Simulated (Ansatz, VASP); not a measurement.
## One calculation of Sb, two programs

```xyz
1
Lattice="3.0810 0.0000 0.0000 0.0000 3.0810 0.0000 0.0000 0.0000 3.0020" Properties=species:S:1:pos:R:3 pbc="T T T"
Sb    0.0000    0.0000    0.0000
```

Change from the starting cell: strain -0.025 along x and y, -0.050 along z, atoms carried along.

Alike in both runs: task single point; functional r2SCAN; k mesh 16 × 16 × 16; occupations gaussian, width 0.15 eV; no spin polarisation.

|  | VASP | Ansatz |
| --- | --- | --- |
| version | VASP 6.6.1 | Ansatz 0.2.0 |
| potentials or method | VASP PAW PBE potentials, release 64 (Sb) | scalar-relativistic, plane waves, PAW |
| plane-wave cutoff (eV) | 520 | 500 |
| valence electrons in the cell | 5 | 15 |

```csv
,VASP,Ansatz,Ansatz less VASP
gap on the k mesh at the Fermi level (eV),none,none,-
pressure (GPa),2.2,2.1,-0.06
largest component of the traceless stress (GPa),2.43,2.40,-0.024
```

A gap of «none» marks a metal or a gap that the smearing closes. The functional is the same, so the differences come from potentials, cutoffs and numerics. The two sets of potentials don't hold the same shells in valence.

Caveats: the PAW data sets were made with another functional, which shifts forces and pressure a little (VASP). Spin-orbit coupling is left out, which matters for the levels of Sb.
